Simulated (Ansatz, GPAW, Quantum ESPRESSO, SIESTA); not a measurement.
**Sr: programs and potentials compared**

```
Sr
1.0
     0.00000    3.04235    3.04235
     3.04235    0.00000    3.04235
     3.04235    3.04235    0.00000
Sr
1
Direct
  0.00000 0.00000 0.00000
```

Alike in all runs: task band structure; functional PBE; k mesh 8 × 8 × 8; occupations fermi-dirac, width 0.05 eV; no spin polarisation; no spin-orbit coupling. Pressure is positive in compression and, in plane waves, holds the error of the finite cutoff, which Ansatz's Pulay term estimates and takes out.

| program and potentials | plane-wave cutoff (eV) | notes | pressure (GPa) |
| --- | --- | --- | --- |
| Ansatz, Ansatz PAW | 420 | - | -0.33 |
| Ansatz, all-electron LAPW, scalar-relativistic | - | - | ? |
| Quantum ESPRESSO, PseudoDojo 0.4.1 SR PBE standard | 925 | - | -0.33 |
| GPAW, GPAW PAW data sets (gpaw-data 1.2.1) | 600 | - | -0.28 |
| GPAW, PAW data sets generated for this functional | 600 | - | -0.28 |
| SIESTA, files PseudoDojo sr-pbe-0.4.1-standard, DZP (energy shift 0.003 Ry; two zetas on semicore shells; d shell added on Sr) | - | atomic basis | -0.36 |

Estimate from the other rows what the run with Ansatz, all-electron LAPW, scalar-relativistic gave.

Pressure -0.32 GPa. The other rows, which needn't bracket it: pressure -0.36 to -0.28.
